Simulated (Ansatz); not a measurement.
# NaF: the cost of one run

The runs shown are made with Ansatz 0.2.0. PBE orbitals, norm-conserving pseudopotentials, plane waves. (Simulation; spin polarisation is off.)

### 1 The structure to begin with

The cell was relaxed beforehand with r2SCAN; volume changes: +0 %, -5 %, +5 %, -10 %, +10 %.

The symmetry is Fm-3m (No. 225, cubic); a = 4.594 Å in the conventional setting, 12.12 Å³ an atom. Near Na stand 6 F at 2.30 Å; near F stand 6 Na at 2.30 Å.

Structure file:

```cif
data_structure
_symmetry_space_group_name_H-M 'P 1'
_symmetry_Int_Tables_number 1
_cell_length_a 3.2488
_cell_length_b 3.2488
_cell_length_c 3.2488
_cell_angle_alpha 60.000
_cell_angle_beta 60.000
_cell_angle_gamma 60.000
_cell_volume 24.25
loop_
_atom_site_label
_atom_site_type_symbol
_atom_site_fract_x
_atom_site_fract_y
_atom_site_fract_z
_atom_site_occupancy
Na1 Na 0.00000 0.00000 0.00000 1
F1 F 0.50000 0.50000 0.50000 1
```

### 2 The unscaled cell

File input.yaml:

```yaml
crystal:
  lattice:
    - [0.0, 2.2972433049, 2.2972433049]
    - [2.2972433049, 0.0, 2.2972433049]
    - [2.2972433049, 2.2972433049, 0.0]
  atoms:
    - { symbol: Na, position: [0.0, 0.0, 0.0] }
    - { symbol: F, position: [0.5, 0.5, 0.5] }
kpoints:
  mp_grid: { grid: [6, 6, 6] }
hamiltonian:
  xc: pbe
  pseudopotentials: { kind: nc }
scf:
  occupations: { method: fixed }
output:
  rpa_energy:
    ecut_chi_ladder: [213, 239, 265, 294, 323]
    long_wavelength: optical_limit
basis:
  ecutwfc: 1320.0
```

**Question.** How long does this run take on 1 × NVIDIA H100 80GB HBM3 with 4 threads of AMD EPYC 7R13 (Zen 3), shared host, and how much memory does it need?

About 2.5 min, with a peak of 2.3 GiB on the host.
